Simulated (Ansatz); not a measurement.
Base system: ZnTe in the zinc blende structure (space group F-43m, No. 216; a = 6.113 Å).

The values are results of Kohn–Sham DFT with the r2SCAN functional, run in Ansatz (a first-principles code) with PAW and 500 eV plane waves, scalar-relativistic without spin-orbit coupling, not measurements.

Base values:

```
Item                   Result
-------------  --------------
Electron mass  0.11 mₑ (at Γ)
```

Modification: an isotropic linear strain of −2.09 %, atoms relaxed at fixed cell.

Q: Predict the new energy relative to the base, electron mass and mean gap deformation potential ΔEg/Δln V.

A: The energy increases by 19 meV/atom; the electron mass goes from 0.11 mₑ (at Γ) to 0.12 mₑ (at Γ); the mean gap deformation potential ΔEg/Δln V comes out as -5.2 eV.

Spin-orbit coupling, missing from the scalar runs, can matter with Te. Effective masses come from finite differences of ±0.01 Å⁻¹. Stability against distortions was not tested.
